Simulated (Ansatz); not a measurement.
GeO₂ in space group P3_121 (No. 152; Ge on 3a, O on 6c), DFT-PBEsol in the program Ansatz with PAW potentials, all energies at zero smearing, with the estimated change up to a 700 eV cutoff added, with one set of potentials and settings (totals compare only within such a set). Cell of 9 atoms (3 Ge, 6 O): -16125.178 eV.

| element | reference phase | E (eV/atom) |
|---|---|---|
| Ge | Fd-3m, 2 atoms in the cell | -4253.4978 |
| O | C2/m, 4 atoms in the cell, spin-polarised | -558.3554 |

Formation energy per atom, worked out: (-16125.178 − 3×(-4253.4978) − 6×(-558.3554))/9 = -1.617 eV/atom (-156 kJ per mol of atoms), at 0 K, without zero-point energy or fitted corrections.

The PBEsol relaxation kept the symmetry of its start; of distortions, only those at the zone centre were tested. The references are the lowest solids computed at this level, not always the standard phases (solids in place of the gases).

Potentials: the later of the program's two PAW sets.
